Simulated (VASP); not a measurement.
AlP: single point with PBE+D3(BJ)

**Measured values to compare with.**

A printed reference work, data compilation reports, for a bulk crystal of AlP at 4.2 K: band gap 2.505 eV (indirect).

The system is AlP.

```
Al P
1.0
     0.00000    2.72550    2.72550
     2.72550    0.00000    2.72550
     2.72550    2.72550    0.00000
Al P
1 1
Direct
  0.00000 0.00000 0.00000
  0.75000 0.75000 0.75000
```

```
Program                : VASP 6.6.1
Task                   : single point
Functional             : PBE
Dispersion             : D3(BJ)
Potentials or basis    : VASP PAW PBE potentials, release 64 (Al, P)
Cutoff                 : 500 eV
k mesh                 : 8 × 8 × 8
Occupations            : gaussian, width 0.05 eV
Spin                   : no spin polarisation
Dipole correction      : no
Further INCAR settings : ALGO = Normal; EDIFF = 1e-06; NBANDS = 11
```

| Quantity | Value |
| --- | --- |
| Pressure | 0.0 GPa |
| Band gap on the k mesh | 1.57 eV, indirect (least direct gap 3.35 eV) |
| Dispersion energy per atom | -0.310 eV |

Levels at points of the mesh, in eV from the valence-band top:
```
           k point  band 1  band 2  band 3  band 4  band 5  band 6  band 7  band 8  band 9
(0.00, 0.00, 0.00)  -11.53    0.00    0.00    0.00    3.35    4.57    4.57    4.57    8.84
(0.50, 0.00, 0.00)   -9.84   -5.55   -0.77   -0.77    2.83    4.82    4.82    8.29   11.55
(0.50, 0.50, 0.00)   -9.17   -5.32   -2.11   -2.11    1.57    2.47   11.12   11.12   12.11
```

It took 20 s on 1 thread of Intel Xeon 8259CL (shared host), peak memory 0.16 GiB.

Measured gap of AlP: 2.505 eV (indirect; 4.2 K; a printed reference work, data compilation). This calculation gives 1.57 eV (-0.94 eV). The value is that of PBE+D3(BJ) on a finite k mesh, which can miss the band edges, without temperature or zero-point motion. Semilocal functionals fall short of measured gaps as a rule.

Caveat: three body term missing.
